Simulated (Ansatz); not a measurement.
Write the native input for Ansatz 0.2.0 that does the following.

| Property | Result |
| --- | --- |
| Task | single point |
| Functional | PBE |
| Potentials or basis | Ansatz PAW |
| Cutoff | 420 eV (not typed: the program's choice for these potentials) |
| k mesh | 13 × 13 × 13 |
| Occupations | gaussian, width 0.026 eV |
| Spin | no spin polarisation |

BN:

```xyz
2
Lattice="0.0000 3.4953 2.1661 1.2516 0.0000 2.1661 1.2516 3.4953 0.0000" Properties=species:S:1:pos:R:3 pbc="T T T"
N     1.2516    3.4953    2.8881
B     1.2516    3.4953    0.0002
```

Measurements of this composition are mostly on another form, of space group No. 194.

The input as run:

input.yaml

```yaml
crystal:
  lattice:
    - [0.0, 3.49531583, 2.16609124]
    - [1.2516321, 0.0, 2.16609124]
    - [1.2516321, 3.49531583, 0.0]
  atoms:
    - { symbol: "N", position: [0.66665134, 0.66665134, 0.33334866] }
    - { symbol: B, position: [4.865e-05, 4.865e-05, 0.99995135] }
hamiltonian:
  xc: pbe
  pseudopotentials: { kind: paw }
kpoints:
  mp_grid: { grid: [13, 13, 13] }
scf:
  occupations: { method: gaussian, width: 0.026 }
output:
  forces: true
  stress: true
  eigenvalues: true
```

Potentials or basis: Ansatz PAW.

Launch:

```console
$ ansatz run input.yaml --threads 2 --pin off --max-ram 5632MiB --backend cpu --events-out ev --progress --plain --runs-dir out
```

Results of the run:

```
Pressure               : 3.2 GPa
Largest force          : 0.010 eV/Å
Band gap on the k mesh : 3.91 eV, indirect (least direct gap 4.65 eV)
```

Caveat: odd divisions of the mesh miss points on the zone boundary, where band edges often lie, so the gap on the mesh can be too wide; the pressure holds a Pulay correction of +0.6 GPa for the finite cutoff.

It took 9 s on 2 threads of AMD EPYC (Zen 3) (shared host), peak memory 0.38 GiB.
